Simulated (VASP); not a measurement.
# NbC (Niobocarbide) (Fm-3m) in VASP: elastic constants with PBEsol

Aim: the elastic constants of NbC (Niobocarbide) with PBEsol.

Program: VASP 6.6.1. These are calculated values, not measurements. Logs are shortened: lines on timing, memory, paths and dates and some standing lists are left out, and cuts for length are marked.

### Step 1. The structure

The structure is cubic, space group Fm-3m (No. 225). Conventional cell: a = 4.448 Å, b = 4.448 Å, c = 4.448 Å, α = 90.00°, β = 90.00°, γ = 90.00°. Around Nb (site symmetry m-3m) lie 6 C at 2.22 Å. C (site symmetry m-3m) has 6 Nb at 2.22 Å as nearest neighbours.

### Step 2. Elastic constants, PBEsol

The input, POSCAR:

```
NbC
1.0
    0.0000000000      2.2239155352      2.2239155352
    2.2239155352      0.0000000000      2.2239155352
    2.2239155352      2.2239155352      0.0000000000
  Nb              C
     1     1
Direct
     0.0000000000000000    0.0000000000000000    0.0000000000000000
     0.5000000000000000    0.5000000000000000    0.5000000000000000
```

The input, INCAR.step1:

```
PREC = Accurate
ENCUT = 600
EDIFF = 1E-8
ISMEAR = 1
SIGMA = 0.2
LREAL = False
LASPH = True
NELM = 80
ALGO = Normal
ISIF = 3
LWAVE = False
LCHARG = False
GGA = PS
KPAR = 2
IBRION = 2
NSW = 40
EDIFFG = -0.002
```

The input, INCAR.step2:

```
PREC = Accurate
ENCUT = 600
EDIFF = 1E-8
ISMEAR = 1
SIGMA = 0.2
LREAL = False
LASPH = True
NELM = 80
ALGO = Normal
ISIF = 3
LWAVE = False
LCHARG = False
GGA = PS
KPAR = 2
IBRION = 6
NFREE = 2
POTIM = 0.015
NSW = 1
```

The input, KPOINTS:

```
Automatic mesh
0
Gamma
  26 26 26
```

Potentials or basis: VASP PAW PBE potentials, release 64 (Nb_sv, C).

Command:

```sh
$ cat potpaw_PBE.64/Nb_sv/POTCAR potpaw_PBE.64/C/POTCAR > POTCAR
$ cp INCAR.step1 INCAR
$ mpirun -np 2 vasp_std > vasp.out
$ cp CONTCAR POSCAR
$ cp INCAR.step2 INCAR
$ mpirun -np 2 vasp_std > vasp.out
```

OUTCAR:

```text
PREC = Accurate
   ENCUT = 600
   EDIFF = 1E-8
   ISMEAR = 1
   LREAL = False
   LASPH = True
   NELM = 80
   ISIF = 3
   GGA = PS
   IBRION = 6
   NFREE = 2
   POTIM = 0.015
   NSW = 1

 ion  position               nearest neighbor table
   1  0.000  0.000  0.000-   2 2.22   2 2.22   2 2.22   2 2.22   2 2.22   2 2.22
   2  0.500  0.500  0.500-   1 2.22   1 2.22   1 2.22   1 2.22   1 2.22   1 2.22

  LATTYP: Found a face centered cubic cell.
 ALAT       =     4.4475702756

  Lattice vectors:

 A1 = (   0.0000000000,   2.2237851378,   2.2237851378)
 A2 = (   2.2237851378,   0.0000000000,   2.2237851378)
 A3 = (   2.2237851378,   2.2237851378,   0.0000000000)

Analysis of symmetry for initial positions (statically):
=====================================================================
 Subroutine PRICEL returns:
 Original cell was already a primitive cell.

 Routine SETGRP: Setting up the symmetry group for a
 face centered cubic supercell.

 Subroutine GETGRP returns: Found 48 space group operations
 (whereof 48 operations were pure point group operations)
 out of a pool of 48 trial point group operations.

The static configuration has the point symmetry O_h .

Analysis of symmetry for dynamics (positions and initial velocities):
=====================================================================
 Subroutine PRICEL returns:
 Original cell was already a primitive cell.

 Routine SETGRP: Setting up the symmetry group for a
 face centered cubic supercell.

 Subroutine GETGRP returns: Found 48 space group operations
 (whereof 48 operations were pure point group operations)
 out of a pool of 48 trial point group operations.

The dynamic configuration has the point symmetry O_h .

 Subroutine INISYM returns: Found 48 space group operations
 (whereof 48 operations are pure point group operations),
 and found     1 'primitive' translations

----------------------------------------------------------------------------------------

                                     Primitive cell

  volume of cell :      21.9942

  direct lattice vectors                    reciprocal lattice vectors
     0.000000000  2.223785138  2.223785138    -0.224841866  0.224841866  0.224841866
     2.223785138  0.000000000  2.223785138     0.224841866 -0.224841866  0.224841866
     2.223785138  2.223785138  0.000000000     0.224841866  0.224841866 -0.224841866

  length of vectors
     3.144907102  3.144907102  3.144907102     0.389437536  0.389437536  0.389437536

  position of ions in fractional coordinates (direct lattice)
     0.000000000  0.000000000  0.000000000
     0.500000000  0.500000000  0.500000000

  ion indices of the primitive-cell ions
   primitive index   ion index
                 1           1
                 2           2

----------------------------------------------------------------------------------------

 KPOINTS: Automatic mesh

Automatic generation of k-mesh.
 Grid dimensions read from file:
 generate k-points for:   26   26   26

 Generating k-lattice:

  Cartesian coordinates                     Fractional coordinates (reciprocal lattice)
    -0.008647764  0.008647764  0.008647764     0.038461538  0.000000000  0.000000000
     0.008647764 -0.008647764  0.008647764     0.000000000  0.038461538  0.000000000
[... 115 lines left out ...]
  --------------------------------------------------------------------------------------
  -------------------------------------------------------------------------------------
  Total        0.0009614      0.0009614      0.0009614      0.0000000      0.0000000     -0.0000000
  in kB        0.0700338      0.0700338      0.0700338      0.0000000      0.0000000     -0.0000000
  external PRESSURE =       0.0700338 kB  Pullay stress =       0.0000000 kB
[... 89 lines left out ...]
  FREE ENERGIE OF THE ION-ELECTRON SYSTEM (eV)
  ---------------------------------------------------
  free  energy   TOTEN  =       -21.8470650032 eV

  energy  without entropy=      -21.8465027005  energy(sigma->0) =      -21.84687757

[... ionic steps 4 to 14 ...]

--------------------------------------- Ionic step       15  -------------------------------------------

 number of electron      17.0000000 magnetization

------------------------ aborting loop because EDIFF is reached ----------------------------------------
[... 67 lines left out ...]
--------------------------------------- Ionic step       17  -------------------------------------------

 number of electron      17.0000001 magnetization

 Free energy of the ion-electron system (eV)
  ---------------------------------------------------
  ext. energy  EPLUGINS =         0.00000000
  ---------------------------------------------------
  free energy    TOTEN  =       -21.85742509 eV

  energy without entropy =      -21.85680719  energy(sigma->0) =      -21.85721913

 E-fermi :  12.6879     XC(G=0): -13.3028

 val. band max:       12.6854126006   @ k =   0.1923   0.0385   0.4615
 cond. band min:      12.7056983331   @ k =   0.0000  -0.1154   0.0769
 fundamental gap:      0.0202857325
 Fermi energy:        12.6878733731

 k-point     1 :       0.0000    0.0000    0.0000
  band No.  band energies     occupation
      1     -42.9303      2.00000
      2     -18.6549      2.00000
      3     -18.6546      2.00000
      4     -18.6546      2.00000
      5      -0.8272      2.00000
      6      11.3125      2.00000
      7      11.3125      2.00000
      8      11.3216      2.00000
      9      12.4313      2.06996
     10      12.4746      2.06144
     11      12.4746      2.06144
     12      13.0440     -0.03037
[... 331 lines left out ...]
 k-point    24 :       0.3846    0.0385    0.0000
  band No.  band energies     occupation
      1     -42.8314      2.00000
      2     -19.4214      2.00000
      3     -18.7396      2.00000
      4     -18.7294      2.00000
      5       1.9819      2.00000
      6       6.1155      2.00000
      7       7.7851      2.00000
      8       7.9244      2.00000
      9      13.8657     -0.00000
     10      14.3664     -0.00000
     11      15.1301     -0.00000
     12      20.1500      0.00000

 [... further k-points ...]

------------------------ aborting loop because EDIFF is reached ----------------------------------------

  FORCE on cell =-STRESS in cart. coord.  units (eV):
  Direction    XX          YY          ZZ          XY          YZ          ZX
  --------------------------------------------------------------------------------------
  -------------------------------------------------------------------------------------
  Total        0.0138991      0.0004276      0.0004276      0.0000000     -0.0000000      0.0000000
  in kB        1.0124845      0.0311467      0.0311467      0.0000000     -0.0000000      0.0000000
  external PRESSURE =       0.3582593 kB  Pullay stress =       0.0000000 kB
[... 17 lines left out ...]
  FREE ENERGIE OF THE ION-ELECTRON SYSTEM (eV)
  ---------------------------------------------------
  free  energy   TOTEN  =       -21.8574250943 eV

  energy  without entropy=      -21.8568071872  energy(sigma->0) =      -21.85721913

 INTERNAL STRAIN TENSORS FROM STRAINED CELLS
 ============================================

 INTERNAL STRAIN TENSOR FOR ION    1 for displacements in x,y,z  (eV/Angst):
          X           Y           Z          XY          YZ          ZX
  --------------------------------------------------------------------------------
  x     0.00000     0.00000     0.00000     0.00000     0.00000     0.00000
  y     0.00000     0.00000    -0.00000    -0.00000     0.00000     0.00000
  z    -0.00000    -0.00000     0.00000     0.00000    -0.00000     0.00000

 INTERNAL STRAIN TENSORS FROM DISPLACED ATOMS
 ============================================

 INTERNAL STRAIN TENSOR FOR ION    1 for displacements in x,y,z  (eV/Angst):
          X           Y           Z          XY          YZ          ZX
  --------------------------------------------------------------------------------
  x     0.00000     0.00000     0.00000     0.00000     0.00000     0.00000
  y     0.00000     0.00000     0.00000     0.00000     0.00000     0.00000
  z     0.00000     0.00000     0.00000     0.00000     0.00000     0.00000

 INTERNAL STRAIN TENSOR FOR ION    2 for displacements in x,y,z  (eV/Angst):
          X           Y           Z          XY          YZ          ZX
  --------------------------------------------------------------------------------
  x     0.00000     0.00000     0.00000     0.00000     0.00000     0.00000
  y     0.00000     0.00000     0.00000     0.00000     0.00000     0.00000
  z     0.00000     0.00000     0.00000     0.00000     0.00000     0.00000

 Eigenvectors and eigenvalues of the dynamical matrix
 ----------------------------------------------------

   1 f  =   16.302127 THz   102.429283 2PiTHz  543.780417 cm-1    67.420149 meV
             X         Y         Z           dx          dy          dz
      0.000000  0.000000  0.000000    -0.338401    0.000000   -0.000000
      2.223785  2.223785  2.223785     0.941002   -0.000000   -0.000000
[... 21 lines left out ...]
   6 f/i=    0.000981 THz     0.006165 2PiTHz    0.032731 cm-1     0.004058 meV
             X         Y         Z           dx          dy          dz
      0.000000  0.000000  0.000000    -0.061164   -0.426109    0.836765
      2.223785  2.223785  2.223785    -0.021996   -0.153236    0.300915

--------------------------------------------------------------------------------------------------------

 ELASTIC MODULI CONTR FROM IONIC RELAXATION (kBar)
 Direction    XX          YY          ZZ          XY          YZ          ZX
 --------------------------------------------------------------------------------
 XX           0.0000      0.0000      0.0000      0.0000      0.0000      0.0000
 YY           0.0000      0.0000      0.0000      0.0000      0.0000      0.0000
 ZZ           0.0000      0.0000      0.0000      0.0000      0.0000      0.0000
 XY           0.0000      0.0000      0.0000      0.0000      0.0000      0.0000
 YZ           0.0000      0.0000      0.0000      0.0000      0.0000      0.0000
 ZX           0.0000      0.0000      0.0000      0.0000      0.0000      0.0000
 --------------------------------------------------------------------------------

 TOTAL ELASTIC MODULI (kBar)
 Direction    XX          YY          ZZ          XY          YZ          ZX
 --------------------------------------------------------------------------------
 XX        7158.6411   1230.6876   1230.6876     -0.0000      0.0000     -0.0000
 YY        1230.6876   7158.6411   1230.6876      0.0000      0.0000      0.0000
 ZZ        1230.6876   1230.6876   7158.6411      0.0000      0.0000      0.0000
 XY          -0.0000      0.0000      0.0000   1742.5652      0.0000      0.0000
 YZ           0.0000      0.0000      0.0000      0.0000   1742.5652      0.0000
 ZX          -0.0000      0.0000      0.0000      0.0000      0.0000   1742.5652
 --------------------------------------------------------------------------------
```

Run time: 89 min. Hardware: 2 MPI ranks of Intel Xeon Platinum 8488C (Sapphire Rapids), shared host; peak memory 2.4 GiB.

What came out:

| Quantity | Value |
| --- | --- |
| Elastic constants C11, C12, C44 | 716, 123, 174 GPa |
| Voigt bulk modulus | 321 GPa |
| Highest phonon frequency at Γ, LO-TO splitting left out | 544 cm⁻¹ |

Phonon frequencies in cm⁻¹ (negative: imaginary):
| q point | frequencies |
| --- | --- |
| (0.000, 0.000, 0.000) | 0 0 0 544 544 544 |

Elastic tensor in Voigt notation (GPa, in the Cartesian axes of the cell as first typed):
```
716 123 123   0   0   0
123 716 123   0   0   0
123 123 716   0   0   0
  0   0   0 174   0   0
  0   0   0   0 174   0
  0   0   0   0   0 174
```

Clamped-ion elastic tensor (GPa):
```
716 123 123   0   0   0
123 716 123   0   0   0
123 123 716   0   0   0
  0   0   0 174   0   0
  0   0   0   0 174   0
  0   0   0   0   0 174
```

Caveat: the PAW data sets were made with another functional, which shifts forces and pressure a little.
